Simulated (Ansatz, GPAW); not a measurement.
# Geometry or basis: what sets the conductance of a Ga chain with one Si atom in line, part 3 of 4

How well does a Ga chain with one Si atom in line conduct once its atoms have relaxed, and how much do cheaper levels lose?

GPAW 26.7.0 and Ansatz 0.2.0; Ansatz plane waves; relaxation of the junction with the lead ends held (the session's first sound run).

So far, transmission at the Fermi level (one spin): step 3 (plane waves, PBE) 0.596. Also conductance of the perfect lead (G₀): step 3 3.00.

## 4. Double-zeta polarised basis

Localised orbitals split the wire into layers that couple to their neighbours alone, which is what the Green's function method needs; double zeta with polarisation is the usual level for numbers.

This step: GPAW LCAO, PAW setups; Landauer transmission from Green's functions with principal layers (ASE), zero bias (GPAW 26.7.0).

Input file run.py:

```python
import json
import numpy as np
from ase import Atoms
from ase.transport.calculators import TransportCalculator
from gpaw import GPAW, FermiDirac
from gpaw.lcao.tools import get_lcao_hamiltonian
from scipy.linalg import eigh

# The junction with lead layers at both ends, along the third cell vector
device = Atoms(
    ['Ga', 'Ga', 'Ga', 'Ga', 'Ga', 'Ga', 'Si', 'Ga', 'Ga', 'Ga', 'Ga', 'Ga', 'Ga'],
    positions=[
        [4.50000, 4.50000, 1.27500],
        [4.50000, 4.50000, 3.82500],
        [4.50000, 4.50000, 6.37500],
        [4.50000, 4.50000, 8.92500],
        [5.53077, 4.31902, 11.52174],
        [4.91250, 4.42656, 14.17913],
        [5.94349, 4.28550, 16.30560],
        [4.87571, 4.42575, 18.42061],
        [5.47344, 4.32769, 21.12454],
        [4.50000, 4.50000, 23.85880],
        [4.50000, 4.50000, 26.40880],
        [4.50000, 4.50000, 28.95880],
        [4.50000, 4.50000, 31.50880]],
    cell=[[9.0, 0.0, 0.0], [0.0, 9.0, 0.0], [0.0, 0.0, 32.7838]],
    pbc=True)

# One principal layer of the lead: the first 3 atoms of the device
lead = Atoms(
    ['Ga', 'Ga', 'Ga'],
    positions=[
        [4.50000, 4.50000, 1.27500],
        [4.50000, 4.50000, 3.82500],
        [4.50000, 4.50000, 6.37500]],
    cell=[[9.0, 0.0, 0.0], [0.0, 9.0, 0.0], [0.0, 0.0, 7.65]],
    pbc=True)

settings = dict(mode='lcao', basis='dzp', xc='PBE', h=0.2,
                occupations=FermiDirac(0.1), maxiter=250,
                mixer=dict(beta=0.1, nmaxold=8, weight=100.0),
                convergence=dict(density=0.0001))
energies = np.arange(-2, 2 + 1e-9, 0.025)
eta = 0.0001
n1, n2 = 1, 1
# k and -k transmit alike, so half of the mesh across the current serves
mesh = [(i, j) for i in range(n1) for j in range(n2) if (i, j) <= (-i % n1, -j % n2)]
weights = np.array([1 if (i, j) == (-i % n1, -j % n2) else 2 for i, j in mesh]) / (n1 * n2)

# [... helper functions left out ...]
fermi_lead = ground_state(lead, (1, 1, 15), 'lead.txt')
fermi_device = ground_state(device, (1, 1, 3), 'device.txt')
# [... loop over the mesh left out, but for ...]
        # Shift the lead onto the potential of the device's first layer
        shift = ((H[:, 0, 0] - H0[:, 0, 0]) / S0[0, 0]).real.mean()
# [...]
kT = 8.617333e-5 * 300
bias = [0.1, 0.2, 0.5, 1.0, 1.5, 2.0]
# [... integrals and printing left out ...]
```

On the command line:

```sh
> OMP_NUM_THREADS=1 OPENBLAS_NUM_THREADS=1 python run.py
```

Numbers of over 12 decimals in the logs are rounded to 6 here.

The program printed:

```text
basis functions: device 169, principal layer 39
Fermi level: lead -2.8498 eV, device -2.8491 eV; lead shifted by -0.0127 eV
largest coupling past the next layer 6.03e-05 eV, largest misfit of the first layer 0.043 eV
  E-E_F (eV)   T (one spin)  [channel counts left out]
    -2.000    1.3483e-01
    -1.975    1.2796e-01
    -1.950    1.2154e-01
    -1.925    1.1552e-01
    -1.900    1.0986e-01
    -1.875    1.0452e-01
    -1.850    9.9460e-02
    -1.825    9.4649e-02
    -1.800    9.0046e-02
    -1.775    8.5610e-02
    -1.750    8.1299e-02
    -1.725    7.7060e-02
    -1.700    7.2828e-02
    -1.675    6.8515e-02
    -1.650    6.3992e-02
    -1.625    5.9055e-02
[...]
1.825    2.2830e+00
     1.850    2.2915e+00
     1.875    2.2978e+00
     1.900    2.3021e+00
     1.925    2.3046e+00
     1.950    2.3057e+00
     1.975    2.3059e+00
     2.000    2.3056e+00
conductance at 300 K: 0.60223 G0 a cell; thermopower -7.605 uV/K
current from the zero-bias T(E) at 0.1 V: 4.6676 uA
current from the zero-bias T(E) at 0.2 V: 9.3442 uA
current from the zero-bias T(E) at 0.5 V: 23.713 uA
current from the zero-bias T(E) at 1.0 V: 57.392 uA
current from the zero-bias T(E) at 1.5 V: 95.923 uA
current from the zero-bias T(E) at 2.0 V: 133.25 uA
```

Elapsed: 49 s, on 1 thread of Arm Neoverse V2, shared host; peak memory 1.1 GiB.

This step gave:

| Item | Value |
| --- | --- |
| conductance | 0.6022 G₀ |
| thermopower | -7.605 μV/K |
| largest coupling past the next principal layer | 6.03e-5 eV |
| largest misfit of the first principal layer | 0.04316 eV |
| shift that aligns the lead | -0.01274 eV |
| basis functions of the junction | 169 |
| basis functions of a principal layer | 39 |
| transmission at the Fermi level (one spin) | 0.6017 |

One spin. Transmission, zone mean against energy, zero at the Fermi level:

```
energy (eV)  transmission, zone mean
     -2.000                    0.135
     -1.800                   0.0900
     -1.600                   0.0533
     -1.400                   0.0829
     -1.200                   0.0545
     -1.000                   0.0496
     -0.800                   0.0861
     -0.600                    0.565
     -0.450                    0.891
     -0.400                    0.848
     -0.200                    0.475
      0.000                    0.602
      0.200                    0.749
      0.400                     1.02
      0.600                     1.48
      0.800                     1.80
      1.000                     1.94
      1.200                     1.99
      1.400                     2.02
      1.600                     2.14
      1.800                     2.27
      2.000                     2.31
```

Not self-consistent under bias; the bias window is split evenly. The current through one cell, from the zero-bias transmission by bias:

```
bias (V)  current through one cell, from the zero-bias transmission (μA)
   0.100                                                            4.67
   0.200                                                            9.34
   0.500                                                            23.7
   1.000                                                            57.4
   1.500                                                            95.9
   2.000                                                             133
```

Table of transmission of the three most open eigenchannels by energy, zero at the Fermi level:

```
energy (eV)  channel 1  channel 2  channel 3
     -2.000      0.135          0          0
     -1.800     0.0900          0          0
     -1.600     0.0533          0          0
     -1.400     0.0829          0          0
     -1.200     0.0545          0          0
     -1.000     0.0496          0          0
     -0.800     0.0861          0          0
     -0.600      0.565          0          0
     -0.400      0.848    1.9e-12    1.2e-12
     -0.200      0.377     0.0904    0.00770
      0.000      0.410      0.161     0.0310
      0.200      0.507      0.194     0.0477
      0.400      0.584      0.369     0.0709
      0.600      0.720      0.639      0.122
      0.800      0.891      0.673      0.233
      1.000      0.847      0.677      0.417
      1.200      0.714      0.674      0.600
      1.400      0.729      0.699      0.597
      1.600      0.852      0.741      0.543
      1.800      0.978      0.740      0.554
      2.000      0.990      0.679      0.637
```

At the Fermi level T is 0.602 against 0.596 in plane waves. Couplings past the next layer reach 6.0e-5 eV, small enough to drop; the matrix elements of the cell's first layer differ from the bulk lead's by up to 0.043 eV. That layer keeps its own values in the calculation, and only beyond it is the lead taken as perfect. The Fermi levels of lead and junction count from different zeros of potential, one for each periodic cell; with both set to zero, the small remaining shift is what aligns them. By hand: G = 0.6022 × 77.48 μS = 46.7 μS, a resistance of 21.4 kΩ; at 0.1 V a linear junction would pass 4.67 μA, and the integral over the bias window gives 4.67 μA. Mott's formula, S = -(π²/3)(k_B²T/e) d ln T/dE, has the prefactor 7.33 μV/K·eV at 300 K; T = 0.5868 at -0.025 eV and 0.6170 at 0.025 eV give a slope of 1.00 per eV and S = -7.35 μV/K, beside -7.60 μV/K from the thermal integral, which interpolates the same grid.

## 5. Single-zeta polarised basis

The second zeta is dropped, the polarisation orbitals stay.

run.py: that of step 4 with these lines changed.

```diff
@@ -38,3 +38,3 @@
 
-settings = dict(mode='lcao', basis='dzp', xc='PBE', h=0.2,
+settings = dict(mode='lcao', basis='szp(dzp)', xc='PBE', h=0.2,
                 occupations=FermiDirac(0.1), maxiter=250,
```

The program printed:

```text
basis functions: device 117, principal layer 27
Fermi level: lead -3.1746 eV, device -3.1451 eV; lead shifted by -0.0163 eV
largest coupling past the next layer 5.81e-05 eV, largest misfit of the first layer 0.043 eV
  E-E_F (eV)   T (one spin)  channels
    -2.000    1.0774e-01    1.0000
    -1.975    1.0050e-01    1.0000
    -1.950    9.3376e-02    1.0000
[...]
1.975    2.2972e+00    3.0000
     2.000    2.2957e+00    3.0000
conductance at 300 K: 0.60493 G0 a cell; thermopower -7.595 uV/K
current from the zero-bias T(E) at 0.1 V: 4.6873 uA
current from the zero-bias T(E) at 0.2 V: 9.3762 uA
current from the zero-bias T(E) at 0.5 V: 23.772 uA
current from the zero-bias T(E) at 1.0 V: 57.99 uA
current from the zero-bias T(E) at 1.5 V: 99.516 uA
current from the zero-bias T(E) at 2.0 V: 139.34 uA
```

Run time: 46 s. Hardware: 1 thread; peak memory 1.1 GiB.

Numbers from this step:

```
conductance                                    : 0.6049 G₀
thermopower                                    : -7.595 μV/K
largest coupling past the next principal layer : 5.81e-5 eV
largest misfit of the first principal layer    : 0.04291 eV
shift that aligns the lead                     : -0.01633 eV
basis functions of the junction                : 117
basis functions of a principal layer           : 27
transmission at the Fermi level (one spin)     : 0.6048
```

The conductance, 0.605 G₀, lies 0.4 % above that of the dzp run.

## 6. Minimal basis

One function for each valence shell of the setup, as for a first survey of a large system.

run.py: that of step 5 with these lines changed.

```diff
@@ -38,3 +38,3 @@
 
-settings = dict(mode='lcao', basis='szp(dzp)', xc='PBE', h=0.2,
+settings = dict(mode='lcao', basis='sz(dzp)', xc='PBE', h=0.2,
                 occupations=FermiDirac(0.1), maxiter=250,
```

The program printed:

```text
basis functions: device 52, principal layer 12
Fermi level: lead -3.2329 eV, device -3.2028 eV; lead shifted by -0.0195 eV
largest coupling past the next layer 5.75e-05 eV, largest misfit of the first layer 0.046 eV
  E-E_F (eV)   T (one spin)  [channel counts left out]
    -2.000    1.2423e-01
    -1.975    1.1549e-01
    -1.950    1.0666e-01
[...]
1.975    2.1727e+00
     2.000    2.1689e+00
conductance at 300 K: 0.59297 G0 a cell; thermopower -6.902 uV/K
current from the zero-bias T(E) at 0.1 V: 4.5933 uA
current from the zero-bias T(E) at 0.2 V: 9.1805 uA
current from the zero-bias T(E) at 0.5 V: 23.183 uA
current from the zero-bias T(E) at 1.0 V: 56.228 uA
current from the zero-bias T(E) at 1.5 V: 97.866 uA
current from the zero-bias T(E) at 2.0 V: 137.43 uA
```

Run time: 30 s. Hardware: 1 thread; peak memory 0.96 GiB.

This step gave:

```
conductance                                    : 0.5930 G₀
thermopower                                    : -6.902 μV/K
largest coupling past the next principal layer : 5.75e-5 eV
largest misfit of the first principal layer    : 0.04614 eV
shift that aligns the lead                     : -0.01950 eV
basis functions of the junction                : 52
basis functions of a principal layer           : 12
transmission at the Fermi level (one spin)     : 0.5933
```

The conductance, 0.593 G₀, lies 1.5 % below that of the dzp run.

## 7. revPBE in the dzp basis: xc = "revPBE"

Back in the dzp basis, the functional changes from PBE to revPBE, to set the spread between functionals beside that between bases.

run.py: that of step 6 with these lines changed.

```diff
@@ -38,3 +38,3 @@
 
-settings = dict(mode='lcao', basis='sz(dzp)', xc='PBE', h=0.2,
+settings = dict(mode='lcao', basis='dzp', xc='revPBE', h=0.2,
                 occupations=FermiDirac(0.1), maxiter=250,
```

The program printed:

```text
basis functions: device 169, principal layer 39
Fermi level: lead -2.7655 eV, device -2.7649 eV; lead shifted by -0.0120 eV
largest coupling past the next layer 6.04e-05 eV, largest misfit of the first layer 0.044 eV
  E-E_F (eV)   T (one spin)  [channel counts left out]
    -2.000    1.4678e-01
    -1.975    1.3969e-01
    -1.950    1.3309e-01
[...]
1.975    2.3029e+00
     2.000    2.3024e+00
conductance at 300 K: 0.57547 G0 a cell; thermopower -7.492 uV/K
current from the zero-bias T(E) at 0.1 V: 4.4613 uA
current from the zero-bias T(E) at 0.2 V: 8.9376 uA
current from the zero-bias T(E) at 0.5 V: 22.75 uA
current from the zero-bias T(E) at 1.0 V: 55.771 uA
current from the zero-bias T(E) at 1.5 V: 94.501 uA
current from the zero-bias T(E) at 2.0 V: 131.54 uA
```

Elapsed: 50 s, on 1 thread; peak memory 1.1 GiB.

Numbers from this step:

* conductance: 0.5755 G₀
* thermopower: -7.492 μV/K
* largest coupling past the next principal layer: 6.04e-5 eV
* largest misfit of the first principal layer: 0.04361 eV
* shift that aligns the lead: -0.01198 eV
* basis functions of the junction: 169
* basis functions of a principal layer: 39
* transmission at the Fermi level (one spin): 0.5745

One spin. The transmission, zone mean by energy, zero at the Fermi level:

```
energy (eV)  transmission, zone mean
     -2.000                    0.147
     -1.800                    0.102
     -1.600                   0.0729
     -1.400                   0.0677
     -1.200                   0.0525
     -1.000                   0.0513
     -0.800                   0.0964
     -0.600                    0.619
     -0.475                    0.905
     -0.400                    0.849
     -0.200                    0.459
      0.000                    0.575
      0.200                    0.719
      0.400                    0.993
      0.600                     1.45
      0.800                     1.78
      1.000                     1.92
      1.200                     1.97
      1.400                     2.01
      1.600                     2.13
      1.800                     2.27
      2.000                     2.30
```

The conductance, 0.575 G₀, lies 4.4 % below that of the dzp run.

## 8. Without the relaxation: geometry = "as built"

The dzp basis with PBE on the structure as first built shows what the relaxation was worth.

run.py: that of step 7 with these lines changed.

```diff
@@ -16,7 +16,7 @@
         [4.50000, 4.50000, 8.92500],
-        [5.53077, 4.31902, 11.52174],
-        [4.91250, 4.42656, 14.17913],
-        [5.94349, 4.28550, 16.30560],
-        [4.87571, 4.42575, 18.42061],
-        [5.47344, 4.32769, 21.12454],
+        [4.50000, 4.50000, 11.47500],
+        [4.50000, 4.50000, 14.02500],
+        [4.50000, 4.50000, 16.39190],
+        [4.50000, 4.50000, 18.75880],
+        [4.50000, 4.50000, 21.30880],
         [4.50000, 4.50000, 23.85880],
@@ -38,3 +38,3 @@
 
-settings = dict(mode='lcao', basis='dzp', xc='revPBE', h=0.2,
+settings = dict(mode='lcao', basis='dzp', xc='PBE', h=0.2,
                 occupations=FermiDirac(0.1), maxiter=250,
```

The program printed:

```text
basis functions: device 169, principal layer 39
Fermi level: lead -2.8498 eV, device -2.9564 eV; lead shifted by -0.0192 eV
largest coupling past the next layer 6.03e-05 eV, largest misfit of the first layer 0.035 eV
  E-E_F (eV)   T (one spin)  [channel counts left out]
    -2.000    9.0563e-01
    -1.975    9.0562e-01
    -1.950    9.0564e-01
[...]
1.975    2.8281e+00
     2.000    2.8353e+00
conductance at 300 K: 2.2853 G0 a cell; thermopower -1.957 uV/K
current from the zero-bias T(E) at 0.1 V: 17.647 uA
current from the zero-bias T(E) at 0.2 V: 34.914 uA
current from the zero-bias T(E) at 0.5 V: 80.329 uA
current from the zero-bias T(E) at 1.0 V: 141.7 uA
current from the zero-bias T(E) at 1.5 V: 203.07 uA
current from the zero-bias T(E) at 2.0 V: 266.38 uA
```

It took 39 s on 1 thread; peak memory 1.1 GiB.

Numbers from this step:

| Item | Value |
| --- | --- |
| conductance | 2.285 G₀ |
| thermopower | -1.957 μV/K |
| largest coupling past the next principal layer | 6.03e-5 eV |
| largest misfit of the first principal layer | 0.03477 eV |
| shift that aligns the lead | -0.01919 eV |
| transmission at the Fermi level (one spin) | 2.305 |

The conductance, 2.29 G₀, lies 279 % above that of the dzp run.

## 9. All levels side by side

Times are wall times on the hardware named with each run. Results by setting:

```
no.         run  conductance (G₀)  time  memory (GiB)
  1      pw PBE            0.5963  60 s           2.6
  2         dzp            0.6022  49 s           1.1
  3         szp            0.6049  46 s           1.1
  4          sz            0.5930  30 s          0.96
  5  dzp revPBE            0.5755  50 s           1.1
  6     asbuilt             2.285  39 s           1.1
```

## 10. Comparison

The curves are compared point by point over the common energies.

This step: comparison of transmission and cost over codes, levels and geometry (GPAW 26.7.0).

Ladder, by row:

```
      step    code  T at the Fermi level (sum over the listed spins)  conductance (G0)  r.m.s. T(E) from the first  wall time (s)  peak memory (GiB)  threads
    pw-pbe  Ansatz                                            0.5956            0.5963                           0          59.99              2.582        4
       dzp    GPAW                                            0.6017            0.6022                     0.01382          49.05               1.07        1
       szp    GPAW                                            0.6048            0.6049                     0.05585          45.97               1.05        1
        sz    GPAW                                            0.5933             0.593                      0.1054          29.96               0.96        1
dzp-revPBE    GPAW                                            0.5745            0.5755                     0.02786          50.03               1.07        1
   asbuilt    GPAW                                             2.305             2.285                      0.8571          39.27               1.07        1
```

[end of part 3 of 4]

[Logs are printed without paths, hosts, clocks, repeated set-up lines and the standing remarks that a program may print on its own settings, such as how far it seeks lower states.]

[Hosts, paths, dates, database ids (printed as entryN), source tags and the programs' standing remarks are cut or masked in the printed files.]
